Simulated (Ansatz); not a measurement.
# A frame of liquid Al2O3 from 2363 K (220 atoms): geometry optimisation

How does a frame of liquid Al2O3 from 2363 K (220 atoms) relax, and what do bonds, charges and levels look like afterwards?

Main program and level: Ansatz 0.2.0; Kohn-Sham DFT, PBE, PAW (set soft_2), plane waves.

### Step 1. Set-up

The cell holds 220 atoms: 88 Al and 132 O. Its edges and angles: a = 13.644 Å, b = 13.644 Å, c = 13.644 Å, α = 90.0°, β = 90.0°, γ = 90.0°. 220 atoms (88 Al, 132 O) placed at random at 2.93 g/cm³, melted at 4500 K for 20 ps at fixed volume with the Morse and Coulomb pair potential with partial charges (Pedone, Malavasi, Menziani, Cormack and Segre, J. Phys. Chem. B 110, 11780 (2006)). Snapshot at the end of a hold of 20 ps at 2363 K and fixed volume.

Limits known from the start: The network of bonds at the start is that of the classical potential that made the cell. Sampling is at Γ alone, for a cell whose shortest periodic width is 14 Å.

### Step 2. Single point at the start

A single point comes first, to see the forces before anything moves.

Contents of input.yaml:

```yaml
crystal:
  lattice:
    - [13.6438, 0.0, 0.0]
    - [0.0, 13.6438, 0.0]
    - [0.0, 0.0, 13.6438]
  atoms:
    - { symbol: Al, position: [0.09562, 0.29061, 0.07516] }
    - { symbol: Al, position: [0.66768, 0.27562, 0.21043] }
    - { symbol: Al, position: [0.75453, 0.08786, 0.34498] }
    - { symbol: Al, position: [0.22474, 0.31674, 0.33586] }
    [... 210 atom lines left out ...]
    - { symbol: O, position: [0.43813, 0.3274, 0.93737] }
    - { symbol: O, position: [0.676, 0.14382, 0.1472] }
    - { symbol: O, position: [0.02167, 0.98205, 0.12074] }
    - { symbol: O, position: [0.16749, 0.60723, 0.14317] }
    - { symbol: O, position: [0.08384, 0.6878, 0.30506] }
    - { symbol: O, position: [0.2434, 0.24626, 0.98164] }
kpoints:
  mp_grid: { grid: [1, 1, 1] }
hamiltonian:
  xc: pbe
scf:
  occupations: { method: gaussian, width: 0.025 }
output:
  forces: true
  stress: true
  populations: true
  dos:
    method: { smearing: { sigma: 0.15 } }
    de: 0.1
    projected: { site_lists: { Al: [Al], O: [O] } }
  eigenvalues: true
```

Command:

```
ansatz run input.yaml --threads 4 --pin off --max-ram 8192MiB --backend cpu --events-out ev --progress --plain --runs-dir out
```

Elapsed: 30 s, on 4 threads of AMD EPYC 9R45, shared host; peak memory 4.5 GiB.

Read from the output:

- free energy: -122398.1598 eV
- free energy per atom: -556.3553 eV/atom
- SCF cycles: 11
- pressure: 8.234 GPa
- r.m.s. force component: 2.417 eV/Å
- longest force: 12.91 eV/Å
- Fermi energy: 6.516 eV
- gap (highest filled to lowest empty level): 1.254 eV
- spilling of the projection: 0.008888

The r.m.s. force component of 2.4 eV/Å and the pressure of 8.2 GPa set the starting point.

Neighbours are counted within 2.49 Å (O-Al).

Length of the force by element and coordination:

```csv
element,coordination,atoms,mean length of the force (eV/Å),spread,least,most
Al,all,88,4.32,2.26,0.54,12.9
Al,3,2,3.00,1.31,1.69,4.31
Al,4,38,4.65,2.32,0.54,12.9
Al,5,43,4.05,2.25,0.785,10.7
Al,6,5,4.70,1.59,2.24,7.05
O,all,132,3.15,1.85,0.304,9.85
O,2,22,3.12,1.56,0.512,6.85
O,3,81,3.33,1.82,0.304,8.96
O,4,29,2.65,2.04,0.494,9.85
```

### Step 3. Relaxation

With the cell held, the atoms are moved downhill towards a nearby minimum.

input.yaml, the sections that differ from step 2:

```yaml
output:
  forces: true
relax:
  f_tol: 0.05
  max_steps: 159
# crystal, kpoints, hamiltonian, scf: as in step 2
```

Run time: 5.2 min. Hardware: 4 threads; peak memory 4.4 GiB.

Relaxation path (22 of 24):

| step | energy less that of the first step (eV) | largest force component (eV/Å) |
| --- | --- | --- |
| 1 | 0.0000 | 11.5675 |
| 2 | -37.1554 | 5.9234 |
| 3 | -63.3279 | 1.8778 |
| 4 | -71.5133 | 1.0843 |
| 5 | -75.6074 | 1.0837 |
| 6 | -79.1947 | 0.8573 |
| 8 | -83.3175 | 0.3919 |
| 9 | -84.6181 | 0.4374 |
| 10 | -85.3673 | 0.3928 |
| 11 | -85.9757 | 0.1125 |
| 12 | -86.2783 | 0.2168 |
| 13 | -86.5351 | 0.4156 |
| 14 | -86.8770 | 0.3549 |
| 15 | -87.4019 | 0.3426 |
| 16 | -87.7930 | 0.4330 |
| 17 | -88.1724 | 0.1139 |
| 19 | -88.3767 | 0.4907 |
| 20 | -88.5585 | 0.2313 |
| 21 | -88.7063 | 0.4678 |
| 22 | -88.9954 | 0.3297 |
| 23 | -89.1024 | 0.0754 |
| 24 | -89.1089 | 0.0324 |

The atoms that moved most (Å):

```csv
atom,dx,dy,dz,length
O190,-1.051,-0.093,-0.840,1.349
O199,0.895,-0.430,-0.688,1.208
O182,-0.243,-0.946,0.684,1.193
Al79,0.089,-1.159,0.055,1.164
O90,0.222,-0.967,-0.523,1.121
O89,-1.047,0.268,0.151,1.092
O180,-0.693,-0.574,0.546,1.052
O206,0.326,0.560,-0.817,1.043
```

The relaxation changed the energy by -405 meV/atom, and atoms moved by 0.57 Å r.m.s., 1.3 Å at most.

### Step 4. Local order after relaxation

Bonds before and after, by the cutoffs listed below:

| pair | bonds before | bonds after | mean before (Å) | mean after (Å) | spread before (Å) | spread after (Å) |
| --- | --- | --- | --- | --- | --- | --- |
| O-Al | 402 | 408 | 1.894 | 1.868 | 0.229 | 0.114 |

Density 2.93 g/cm³, 11.54 Å³ an atom.

g(r), total and by pair (bins of 0.1 Å):

| r (Å) | total | O-O | O-Al | Al-Al |
| --- | --- | --- | --- | --- |
| 1.55 | 0.00 | 0.00 | 0.00 | 0.00 |
| 1.65 | 0.18 | 0.00 | 0.37 | 0.00 |
| 1.75 | 3.06 | 0.00 | 6.37 | 0.00 |
| 1.85 | 4.45 | 0.00 | 9.28 | 0.00 |
| 1.95 | 1.27 | 0.00 | 2.66 | 0.00 |
| 2.05 | 0.62 | 0.00 | 1.30 | 0.00 |
| 2.15 | 0.13 | 0.00 | 0.26 | 0.00 |
| 2.25 | 0.08 | 0.00 | 0.17 | 0.00 |
| 2.35 | 0.14 | 0.17 | 0.16 | 0.00 |
| 2.45 | 0.46 | 1.23 | 0.03 | 0.00 |
| 2.55 | 0.72 | 1.74 | 0.05 | 0.39 |
| 2.65 | 0.97 | 2.14 | 0.12 | 0.88 |
| 2.75 | 1.30 | 2.63 | 0.21 | 1.59 |
| 2.85 | 1.58 | 3.25 | 0.28 | 1.74 |
| 2.95 | 1.25 | 2.16 | 0.30 | 2.04 |
| 3.05 | 1.37 | 2.22 | 0.48 | 2.07 |
| 3.15 | 1.04 | 1.24 | 0.56 | 1.99 |
| 3.25 | 1.06 | 0.77 | 0.74 | 2.66 |
| 3.35 | 1.09 | 0.77 | 0.98 | 2.14 |
| 3.45 | 1.00 | 0.59 | 0.99 | 1.97 |
| 3.55 | 1.01 | 0.94 | 1.02 | 1.16 |
| 3.65 | 0.80 | 0.54 | 1.03 | 0.71 |
| 3.75 | 0.77 | 0.46 | 1.10 | 0.44 |
| 3.85 | 0.73 | 0.44 | 1.06 | 0.42 |
| 3.95 | 0.99 | 0.66 | 1.35 | 0.70 |
| 4.05 | 1.02 | 0.52 | 1.61 | 0.35 |
| 4.15 | 1.01 | 0.46 | 1.60 | 0.52 |
| 4.25 | 1.07 | 0.58 | 1.66 | 0.41 |
| 4.35 | 1.06 | 0.63 | 1.49 | 0.71 |
| 4.45 | 1.00 | 0.74 | 1.31 | 0.63 |
| 4.55 | 1.06 | 0.92 | 1.29 | 0.73 |
| 4.65 | 1.03 | 1.01 | 1.13 | 0.77 |
| 4.75 | 1.11 | 1.33 | 1.00 | 0.93 |
| 4.85 | 0.97 | 1.25 | 0.75 | 1.00 |
| 4.95 | 0.95 | 1.28 | 0.69 | 0.98 |
| 5.05 | 1.06 | 1.53 | 0.68 | 1.16 |
| 5.15 | 0.98 | 1.37 | 0.66 | 1.02 |
| 5.25 | 1.10 | 1.36 | 0.80 | 1.40 |
| 5.35 | 0.99 | 1.36 | 0.58 | 1.42 |
| 5.45 | 1.02 | 1.28 | 0.85 | 0.97 |
| 5.55 | 0.97 | 1.09 | 0.74 | 1.39 |
| 5.65 | 0.95 | 1.16 | 0.73 | 1.14 |
| 5.75 | 0.99 | 0.94 | 0.89 | 1.41 |
| 5.85 | 0.95 | 0.89 | 0.89 | 1.27 |

Bonds by pair of elements; cutoffs follow the first minimum of g(r), held within bounds set by covalent radii, and pairs that aren't listed don't count as bonded:

```csv
pair A-B,cutoff (Å),bonds,mean length (Å),spread (Å),shortest (Å),B about A,A about B
O-Al,2.48,408,1.87,0.114,1.67,3.09,4.64
```

How many atoms have how many bonded neighbours:

| element | mean | 2 | 3 | 4 | 5 | 6 |
| --- | --- | --- | --- | --- | --- | --- |
| Al | 4.64 | 0 | 0 | 40 | 40 | 8 |
| O | 3.09 | 9 | 103 | 19 | 1 | 0 |

Bond angles, per cent of each kind in bins of 5°:

```csv
angle (°),O-Al-O,Al-O-Al
70–75,1.5,0.0
75–80,6.6,0.7
80–85,9.2,2.0
85–90,9.1,6.1
90–95,8.3,11.3
95–100,10.1,10.0
100–105,12.4,6.1
105–110,9.7,7.0
110–115,6.0,6.6
115–120,5.8,9.0
120–125,3.0,9.5
125–130,3.2,9.7
130–135,2.1,6.1
135–140,1.6,4.3
140–145,1.3,2.7
145–150,1.7,3.2
150–155,1.6,2.9
155–160,2.0,1.4
160–165,1.6,0.2
165–170,2.6,0.5
170–175,0.4,0.0
175–180,0.3,0.7
```

Bond angles (no mean is given where the spread exceeds 20°):

| angle | count | mean (°) | spread (°) |
| --- | --- | --- | --- |
| O-Al-O | 760 | - | - |
| Al-O-Al | 442 | 115 | 20 |

Oxygen atoms by the number of network formers (Si, P, Ge, B, Al, As, Ga) bound to them:

```csv
network formers bound to O,O atoms,per cent
0,0,0
1,0,0
2,9,6.8
3,103,78
4,19,14.4
5,1,0.8
```

Network units: each former by its oxygen neighbours and how many of them bridge to another former:

```csv
former,O neighbours,bridging O,atoms
Al,4,4,40
Al,5,5,40
Al,6,6,8
```

Bond length by coordination (bonds to H left out):

```csv
element,coordination,atoms,mean bond length (Å)
Al,4,40,1.80
Al,5,40,1.90
Al,6,8,1.97
O,2,9,1.72
O,3,103,1.85
O,4,19,1.97
O,5,1,2.06
```

Rings of the network by King's shortest-path rule, up to 12 atoms, one path for each pair of neighbours; H, halogens, alkali and alkaline-earth atoms are left out, and the last column divides by all other atoms, bonded or not:

```
ring size (atoms)  rings  per network atom
                4     80             0.364
                6    174             0.791
                8    202             0.918
               10     37             0.168
               12      2             0.009
```

For some of the pairs, g(r) has its first main peak near 2.8 Å (O-O) and 1.8 Å (O-Al). With the cutoffs above, 45 % of Al atoms have 4 and as many 5 and 78 % of O atoms have 3 bonded neighbours. 7 % of the oxygens bridge two formers (Al) and 0 % are non-bridging; 78 % join three; 14 % join four; 1 % join five. Bonds at O atoms with 2 neighbours average 1.72 Å, against 1.97 Å at those with 4. Rings of 8 atoms are the most common (41 % of those counted); sizes run from 4 to 12, where the search stops.

### Step 5. Single point at the relaxed geometry

The electronic structure is read at the final geometry, in a run of its own.

Contents of input.yaml:

```yaml
crystal:
  lattice:
    - [13.6438, 0.0, 0.0]
    - [0.0, 13.6438, 0.0]
    - [0.0, 0.0, 13.6438]
  atoms:
    - { symbol: Al, position: [0.07948, 0.30764, 0.10147] }
    - { symbol: Al, position: [0.66743, 0.29084, 0.23727] }
    - { symbol: Al, position: [0.75632, 0.07182, 0.33503] }
    - { symbol: Al, position: [0.20519, 0.32516, 0.33837] }
    [... 210 atom lines left out ...]
    - { symbol: O, position: [0.46082, 0.35354, 0.9415] }
    - { symbol: O, position: [0.66958, 0.13184, 0.11284] }
    - { symbol: O, position: [0.99512, 0.97368, 0.14487] }
    - { symbol: O, position: [0.1909, 0.6079, 0.15098] }
    - { symbol: O, position: [0.0624, 0.71368, 0.34019] }
    - { symbol: O, position: [0.27028, 0.25509, 0.97139] }
kpoints:
  mp_grid: { grid: [1, 1, 1] }
hamiltonian:
  xc: pbe
scf:
  occupations: { method: gaussian, width: 0.025 }
output:
  forces: true
  stress: true
  populations: intrinsic
  dos:
    method: { smearing: { sigma: 0.08 } }
    de: 0.1
    projected: { site_lists: { Al: [Al], O: [O] } }
  eigenvalues: true
  write_density: true
  write_potential: true
  volumetric_format: npy
```

It took 29 s on 4 threads; peak memory 4.5 GiB.

The run gave:

* free energy: -122487.2687 eV
* free energy per atom: -556.7603 eV/atom
* SCF cycles: 10
* pressure: -1.451 GPa
* r.m.s. force component: 0.00831 eV/Å
* longest force: 0.04701 eV/Å
* Fermi energy: 6.321 eV
* gap (highest filled to lowest empty level): 3.087 eV

Intrinsic-atomic-orbital charges by element and coordination:

| element | coordination | atoms | mean charge (e) | spread | least | most |
| --- | --- | --- | --- | --- | --- | --- |
| Al | all | 88 | 1.33 | 0.0281 | 1.25 | 1.40 |
| Al | 4 | 40 | 1.35 | 0.0214 | 1.32 | 1.40 |
| Al | 5 | 40 | 1.32 | 0.0198 | 1.29 | 1.38 |
| Al | 6 | 8 | 1.29 | 0.023 | 1.25 | 1.32 |
| O | all | 132 | -0.89 | 0.0221 | -0.952 | -0.826 |
| O | 2 | 9 | -0.927 | 0.0245 | -0.952 | -0.875 |
| O | 3 | 103 | -0.892 | 0.0149 | -0.925 | -0.838 |
| O | 4 | 19 | -0.860 | 0.0175 | -0.904 | -0.826 |
| O | 5 | 1 | -0.874 | 0 | -0.874 | -0.874 |

Density of states as counts of states in windows of 1 eV (from the Fermi level), total and the larger projections:

```
from (eV)  to (eV)  total    O p  Al p  Al s
      -14       -9    0.0    0.0   0.0   0.0
       -9       -8   30.4   22.4   2.1   5.2
       -8       -7   83.8   62.7   7.0  11.5
       -7       -6  100.3   78.0  13.4   5.7
       -6       -5  125.3  103.4  14.9   3.5
       -5       -4  145.5  128.3  11.7   1.9
       -4       -3  156.5  145.6   6.5   0.9
       -3       -2  121.9  116.4   2.9   0.3
       -2       -1   28.3   27.2   0.5   0.0
       -1        1    0.0    0.0   0.0   0.0
        1        2    2.0    0.1   0.2   1.2
        2        3    5.5    0.8   1.7   1.7
        3        4   18.8    2.9   6.8   4.7
        4        5   38.3    5.8  17.5   7.0
```

The curve was stored every 0.10 eV, coarse against its broadening of 0.08 eV, so these counts are rough.

Between -21 and -14 eV lie 264 more states.

The levels nearest the highest filled one (over half full), pooled over k-points and spins:

```csv
level less the highest filled one (eV),occupation
-0.2,2
-0.169,2
-0.166,2
-0.131,2
-0.111,2
0,2
3.09,0
4.10,0
4.43,0
4.52,0
4.65,0
4.71,0
```

Mean intrinsic-atomic-orbital charges: Al +1.33, O -0.89 e. The largest share in the top eV of filled states is O p (97 % of the projected weight), and in the lowest eV of empty states Al s (56 % of the projected weight).

### Step 6. Summary of results

* energy change in the relaxation: -405 meV/atom
* r.m.s. displacement: 0.572 Å
* largest displacement: 1.349 Å
* free energy per atom: -556.7603 eV/atom
* pressure: -1.451 GPa
* r.m.s. force component: 0.00831 eV/Å
* gap (highest filled to lowest empty level): 3.087 eV
* wall time of the 3 DFT runs: 6.2 min

What this shows: Relaxation lowers the energy by 405 meV/atom and moves atoms by 0.57 Å r.m.s.; the r.m.s. force component goes from 2.4 to 0.0083 eV/Å, the pressure goes from 8.2 to -1.5 GPa, and the gap from 1.25 to 3.09 eV. By the final cutoffs 29 of 402 bonded pairs parted and 35 joined. First to last step the energy falls by 89.109 eV; the largest move, 1.35 Å, is that of O190. The O-Al bonds go from 1.894 Å (spread 0.229) to 1.868 Å (spread 0.114), and their number from 402 to 408. With the cutoffs above, 45 % of Al atoms have 4 and as many 5 and 78 % of O atoms have 3 bonded neighbours. 7 % of the oxygens bridge two formers (Al) and 0 % are non-bridging; 78 % join three; 14 % join four; 1 % join five. Between filled and empty levels lie 3.09 eV (at Γ alone); a semilocal functional tends to put such gaps too low. In a disordered cell it changes from sample to sample and from frame to frame.

**Limits.** The starting topology of bonds comes from the classical model; in DFT 29 of its 402 bonded pairs passed out of the cutoffs and 35 came within them.

[Logs are printed without paths, hosts, clocks, repeated set-up lines and the standing remarks that a program may print on its own settings, such as how far it seeks lower states.]

[Hosts, paths, dates, database ids (printed as entryN), source tags and the programs' standing remarks are cut or masked in the printed files.]
